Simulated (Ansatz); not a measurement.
Crystal: Mn.

```xyz
2
Lattice="2.4836 0.0000 0.0000 -1.2418 2.1509 0.0000 0.0000 0.0000 4.0262" Properties=species:S:1:pos:R:3 pbc="T T T"
Mn    0.0000    1.4339    1.0065
Mn    1.2418    0.7170    3.0196
```

This isn't the form of Mn at room conditions, which is a 58-atom cubic cell.

Base run:

| Quantity | Value |
| --- | --- |
| Program | Ansatz 0.2.0 |
| Functional | revPBE |
| Potentials or basis | Ansatz PAW |
| Cutoff | 420 eV (not typed: the program's choice for these potentials) |
| k mesh | 12 × 12 × 7 |
| Occupations | fermi-dirac, width 0.05 eV |
| Spin | collinear spin, ferromagnetic start |
| Starting moments | [4.0, 4.0] μB |

Its results: band gap on the k mesh none (metal or under the smearing width); pressure 4.1 GPa; net moment 0.00 μB per cell; site moments Mn -0.46, +0.46 μB.

**Question.** The run is repeated on the same cell with these changes: functional from revPBE to RPBE. What comes out?

**Answer.** Band gap on the k mesh none (metal or under the smearing width); pressure 5.9 GPa; net moment 0.00 μB per cell; site moments Mn +0.51, -0.51 μB.

Caveats: the moment fell far below its start of 4 μB, so a state of higher moment may lie lower in energy; the PAW data sets come from PBE, with cores solved anew for the run's functional, which leaves a small shift of forces and pressure; the starting moments weren't kept.
